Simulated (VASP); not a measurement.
Wanted: the native input for a VASP 6.6.1 run.

| Quantity | Value |
| --- | --- |
| Task | single point |
| Functional | PBE |
| Potentials or basis | VASP PAW PBE potentials, release 64 (Te) |
| Cutoff | 300 eV |
| k mesh | 9 × 9 × 6 |
| Occupations | gaussian, width 0.01 eV |
| Spin | non-collinear spin, zero start, spin-orbit coupling |
| Starting moments | [[0.0, 0.0, 0.0], [0.0, 0.0, 0.0], [0.0, 0.0, 0.0]] μB |
| Pressure (GPa) | 4 |
| Geometry from | optB88-vdW |
| Further INCAR settings | ALGO = Fast; EDIFF = 1e-07 |

The structure of Te lies in POSCAR:

```
Te
1.0
    4.2369800000      0.0000000000      0.0000000000
   -2.1184900000      3.6693324000      0.0000000000
    0.0000000000      0.0000000000      6.0071918000
Te
3
Direct
    0.2920920000      0.0000000000      0.3333333000
    0.0000000000      0.2920921000      0.6666667000
    0.7079080000      0.7079081000      0.0000000000
```

The cell was built by a generator and needn't be a form met in nature.

The input as run:

INCAR

```
SYSTEM = Te
PREC     = Accurate       ! precision mode
ENCUT    = 300            ! plane-wave cutoff, eV
EDIFF    = 1E-7           ! SCF threshold, eV
ISMEAR   = 0              ! smearing method
SIGMA    = 0.01           ! smearing width, eV
LREAL    = .False.        ! projectors in reciprocal space
LASPH    = .True.         ! aspherical terms in the spheres
NELM     = 60             ! most SCF steps
ALGO     = Fast           ! electronic algorithm
ISIF     = 2              ! what is computed and relaxed
LWAVE    = .False.        ! write WAVECAR
LCHARG   = .True.         ! write CHGCAR
MAGMOM   = 0 0 0 0 0 0 0 0 0 ! initial moments
LORBIT   = 11             ! projections on sites
LSORBIT  = .True.         ! spin-orbit coupling
GGA_COMPAT= .False.      
GGA      = PE             ! functional
LVHAR    = .True.
```

KPOINTS

```
regular mesh
0
Gamma
  9 9 6
  0 0 0
```

Potentials or basis: VASP PAW PBE potentials, release 64 (Te).

Command:

```bash
$ cat potpaw_PBE.64/Te/POTCAR > POTCAR
$ mpirun -np 1 vasp_ncl > vasp.out
```

Results of the run:

* Pressure: 3.7 GPa
* Largest force: 0.017 eV/Å
* Net moment: 0.00 μB per cell
* Valence electrons inside the program's atomic spheres: Te 3.30

It took 88 s on 1 thread of Intel(R) Xeon(R) 6975P-C (Granite Rapids) (shared host), peak memory 0.31 GiB.
